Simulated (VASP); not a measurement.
# Ca (Im-3m) in VASP: notebook, part 2 of 2

VASP 6.6.1.

## 5. Single point, r2SCAN

This run uses another cell than the first one, of 43.83 Å³/atom, 0.929 times its volume.

Contents of POSCAR:

```
Ca
1.0
   -2.2211755806      2.2211755806      2.2211755806
    2.2211755806     -2.2211755806      2.2211755806
    2.2211755806      2.2211755806     -2.2211755806
Ca
1
Direct
    0.0000000000      0.0000000000      0.0000000000
```

Contents of INCAR.step1:

```
SYSTEM = Ca
PREC = Accurate
ENCUT = 520
ISMEAR = 1
SIGMA = 0.15
LREAL = .FALSE.
LASPH = .TRUE.
NELM = 100
NBANDS = 11
GGA = PE
ALGO = Normal
EDIFF = 1E-4
LWAVE = .TRUE.
LCHARG = .FALSE.
```

Contents of INCAR.step2:

```
SYSTEM = Ca
PREC = Accurate
ENCUT = 520
EDIFF = 1E-6
ISMEAR = 1
SIGMA = 0.15
LREAL = .FALSE.
LASPH = .TRUE.
NELM = 100
ALGO = Normal
ISIF = 2
LWAVE = .FALSE.
LCHARG = .FALSE.
METAGGA = R2SCAN
LMIXTAU = .TRUE.
NBANDS = 11
ISTART = 1
```

Contents of KPOINTS:

```
Automatic mesh
0
G
  7 7 7
  0 0 0
```

Potentials or basis: VASP PAW PBE potentials, release 64 (Ca_sv).

Command:

```bash
> cat potpaw_PBE.64/Ca_sv/POTCAR > POTCAR
> cp INCAR.step1 INCAR
> mpirun -np 1 vasp_std > vasp.out
> cp INCAR.step2 INCAR
> mpirun -np 1 vasp_std > vasp.out
```

OUTCAR:

```text
SYSTEM = Ca
   PREC = Accurate
   ENCUT = 520
   EDIFF = 1E-6
   ISMEAR = 1
   LREAL = .FALSE.
   LASPH = .TRUE.
   NELM = 100
   ISIF = 2
   METAGGA = R2SCAN
   ISTART = 1

 ion  position               nearest neighbor table
   1  0.000  0.000  0.000-

  LATTYP: Found a body centered cubic cell.
 ALAT       =     4.4423511612

  Lattice vectors:

 A1 = (  -2.2211755806,   2.2211755806,   2.2211755806)
 A2 = (   2.2211755806,  -2.2211755806,   2.2211755806)
 A3 = (   2.2211755806,   2.2211755806,  -2.2211755806)

Analysis of symmetry for initial positions (statically):
=====================================================================
 Subroutine PRICEL returns:
 Original cell was already a primitive cell.

 Routine SETGRP: Setting up the symmetry group for a
 body centered cubic supercell.

 Subroutine GETGRP returns: Found 48 space group operations
 (whereof 48 operations were pure point group operations)
 out of a pool of 48 trial point group operations.

The static configuration has the point symmetry O_h .

Analysis of symmetry for dynamics (positions and initial velocities):
[... 159 lines left out ...]
 Fermi energy:         1.8766467671

 k-point     1 :       0.0000    0.0000    0.0000
  band No.  band energies     occupation
      1     -42.0514      2.00000
      2     -22.0798      2.00000
      3     -22.0798      2.00000
      4     -22.0798      2.00000
      5      -2.3671      2.00000
      6       4.4928     -0.00000
      7       4.4928     -0.00000
      8       4.4929     -0.00000
      9       5.5501      0.00000
     10       5.5501      0.00000
     11      12.4786      0.00000
[... 253 lines left out ...]
 k-point    20 :      -0.4286    0.4286    0.4286
  band No.  band energies     occupation
      1     -42.0293      2.00000
      2     -22.1714      2.00000
      3     -22.1673      2.00000
      4     -22.1673      2.00000
      5       1.9258      0.47670
      6       2.1947     -0.01064
      7       5.2873      0.00000
      8       5.2873      0.00000
      9       5.5276      0.00000
     10       6.2507      0.00000
     11       7.2011      0.00000

------------------------ aborting loop because EDIFF is reached ----------------------------------------

  FORCE on cell =-STRESS in cart. coord.  units (eV):
  Direction    XX          YY          ZZ          XY          YZ          ZX
  --------------------------------------------------------------------------------------
  -------------------------------------------------------------------------------------
  Total       -0.0146944     -0.0146944     -0.0146944      0.0000000     -0.0000000     -0.0000000
  in kB       -0.5370968     -0.5370968     -0.5370968      0.0000000     -0.0000000     -0.0000000
  external PRESSURE =      -0.5370968 kB  Pullay stress =       0.0000000 kB

 VOLUME and BASIS-vectors are now :
 -----------------------------------------------------------------------------
  energy-cutoff  :      520.00
  volume of cell :       43.83
      direct lattice vectors                 reciprocal lattice vectors
    -2.221175581  2.221175581  2.221175581     0.000000000  0.225106022  0.225106022
     2.221175581 -2.221175581  2.221175581     0.225106022  0.000000000  0.225106022
     2.221175581  2.221175581 -2.221175581     0.225106022  0.225106022  0.000000000

 POSITION                                       TOTAL-FORCE (eV/Angst)
 -----------------------------------------------------------------------------------
      0.00000      0.00000      0.00000         0.000000     -0.000000     -0.000000
 -----------------------------------------------------------------------------------
    total drift:                               -0.000000     -0.000000      0.000000

  FREE ENERGIE OF THE ION-ELECTRON SYSTEM (eV)
  ---------------------------------------------------
  free  energy   TOTEN  =        -7.0194437399 eV

  energy  without entropy=       -7.0143425054  energy(sigma->0) =       -7.01774333
```

OSZICAR.step1:

```text
N       E                     dE             d eps       ncg     rms          rms(c)
DAV:   1     0.651672355837E+02    0.65167E+02   -0.49487E+03   440   0.814E+02
DAV:   2    -0.418065189108E+00   -0.65585E+02   -0.64969E+02   485   0.205E+02
DAV:   3    -0.183316529215E+01   -0.14151E+01   -0.13952E+01   615   0.291E+01
DAV:   4    -0.191707902332E+01   -0.83914E-01   -0.83711E-01   609   0.533E+00
DAV:   5    -0.191778465543E+01   -0.70563E-03   -0.70561E-03   608   0.555E-01    0.222E+00
DAV:   6    -0.191256676008E+01    0.52179E-02   -0.10400E-02   533   0.111E+00    0.136E+00
DAV:   7    -0.191201716967E+01    0.54959E-03   -0.16597E-02   501   0.148E+00    0.977E-02
DAV:   8    -0.191161762421E+01    0.39955E-03   -0.17023E-03   519   0.402E-01    0.202E-02
DAV:   9    -0.191163775906E+01   -0.20135E-04   -0.96312E-05   490   0.800E-02
   1 F= -.19116378E+01 E0= -.19096834E+01  d E =-.586314E-02
```

It took 20 s on 1 thread of Intel Xeon 6975P-C (Granite Rapids), shared host; peak memory 0.17 GiB.

Results:

```yaml
Free_energy: -7.0194 eV
Pressure: -0.1 GPa
Band_gap_on_the_k_mesh: none (metal or under the smearing width)
```

Caveat: the PAW data sets were made with another functional, which shifts forces and pressure a little.

## 6. The runs side by side

```tsv
cell	gap on the mesh (eV)	pressure (GPa)
Im-3m, 47.21 Å³/atom	none	-1.2
Im-3m, 44.96 Å³/atom	none	-0.5
Im-3m, 42.71 Å³/atom	none	0.4
Im-3m, 43.83 Å³/atom	none	-0.1
```

Alike in all rows: task single point; level r2SCAN; potentials or basis VASP PAW PBE potentials, release 64 (Ca_sv); no spin polarisation; k mesh 7 × 7 × 7; cutoff (eV) 520; smearing methfessel-paxton 0.15 eV.

Every run on the cell as given and a fine mesh finds a metal.

Caveats: the PAW data sets were made with another functional, which shifts forces and pressure a little.

Absolute energies hang on the potentials; compare differences alone.
